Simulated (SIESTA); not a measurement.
BP:

```xyz
2
Lattice="0.0000 2.2690 2.2690 2.2690 0.0000 2.2690 2.2690 2.2690 0.0000" Properties=species:S:1:pos:R:3 pbc="T T T"
P     3.4035    3.4035    3.4035
B     0.0000    0.0000    0.0000
```

Base run:

```yaml
Program: SIESTA 5.4.2
Functional: PBE
Potentials_or_basis: PseudoDojo 0.4 standard (PBE files)
Basis: TZP (energy shift 0.01 Ry)
Grid_cutoff: 500 Ry
Energy_shift: 0.01 Ry
k_mesh: 10 × 10 × 10
Occupations: fermi-dirac, width 0.05 eV
Spin: no spin polarisation
```

Its results: band gap on the k mesh 1.23 eV, indirect (least direct gap 3.37 eV); pressure 3.5 GPa.

Question: The run is repeated on the same cell with these changes: basis from TZP (energy shift 0.01 Ry) to DZ (energy shift 0.01 Ry). What comes out?

Answer: Band gap on the k mesh 2.49 eV, indirect (least direct gap 4.03 eV); pressure 9.0 GPa.

Caveats: the basis of atomic orbitals isn't converged, which shifts pressures, moduli and gaps; the basis has no polarisation orbitals (some runs).

Not every run made on this cell is shown here.
